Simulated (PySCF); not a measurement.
Spin-Hamiltonian simulation

Molecule: SMILES Nc1ccccc1, C₆H₇N.

Geometry:
```csv
atom,x (Å),y (Å),z (Å)
N1,2.338,-0.208,0.163
C2,0.968,-0.085,0.052
C3,0.309,1.081,0.481
C4,-1.076,1.180,0.411
C5,-1.845,0.127,-0.085
C6,-1.199,-1.032,-0.512
C7,0.186,-1.142,-0.447
H8,2.777,-0.903,-0.426
H9,2.864,0.654,0.222
H10,0.898,1.914,0.875
H11,-1.562,2.099,0.750
H12,-2.933,0.210,-0.138
H13,-1.781,-1.869,-0.906
H14,0.678,-2.059,-0.783
```

[PySCF: shieldings: GIAO mPW1PW91/pcSseg-2; B3LYP/pcJ-1 coupling constants (spin–dipole term only in couplings to heteroatoms); geometry from PBE0-D3(BJ)/def2-SVP; relativity neglected; a single conformation; no solvent model; fast rotation and ring inversion assumed for equivalent nuclei]

Shifts are taken against calculated references (same method and geometry level): $^{1}$H against TMS.

Shifts (ppm): H10/H14 6.66, H11/H13 7.32, H12 6.82.
Couplings (Hz): H10–H11, H13–H14: 8.9; H10–H12, H12–H14: 0.7; H10–H13, H11–H14: 0.4; H10–H14: 2.4; H11–H12, H12–H13: 8.2; H11–H13: 1.2.

The 5-spin Hamiltonian (Zeeman plus full scalar coupling among like nuclei) was diagonalised exactly; lines are Lorentzian, 0.7 Hz wide, and the maxima above 3 % are listed with the tallest set to 100.

Task: Give the $^{1}$H peak list of this spin system at 80 MHz.

Result: 
δ in ppm (height): 7.458 (8), 7.443 (22), 7.432 (25), 7.412 (14), 7.360 (11), 7.349 (23), 7.334 (69), 7.316 (53), 7.244 (29), 7.226 (53), 7.219 (57), 7.198 (14), 6.921 (20), 6.911 (38), 6.901 (27), 6.830 (14), 6.811 (56), 6.788 (15), 6.717 (84), 6.707 (100), 6.681 (23), 6.619 (39), 6.602 (62), 6.593 (66), 6.564 (7)

Task: And at 600 MHz?

Result: 
δ in ppm (height): 7.338 (12), 7.335 (67), 7.333 (28), 7.332 (25), 7.324 (17), 7.321 (96), 7.319 (95), 7.317 (18), 7.309 (28), 7.307 (30), 7.306 (74), 7.303 (13), 6.834 (23), 6.834 (38), 6.832 (24), 6.820 (72), 6.807 (21), 6.806 (34), 6.805 (21), 6.668 (90), 6.667 (100), 6.666 (53), 6.664 (32), 6.655 (51), 6.653 (96), 6.652 (91), 6.649 (15)

Task: Among coupled protons with different shifts, which pair is furthest from first order, and how does the field change that?

Result: H11 and H12: Δν/J is about 4.9 at 80 MHz (intermediate, with clear roofing) and 36.6 at 600 MHz (close to first order). J in Hz doesn't depend on the field, while Δν in Hz grows in proportion to it. The system also holds chemically equivalent protons that couple differently to a partner (AA′BB′ or AA′XX′ type), and that part stays second order at any field.

OH/NH shifts are gas-phase values; hydrogen bonding in solution moves them, usually downfield. Unscaled 3J(H,H) at this level run about 10 % above measured values.
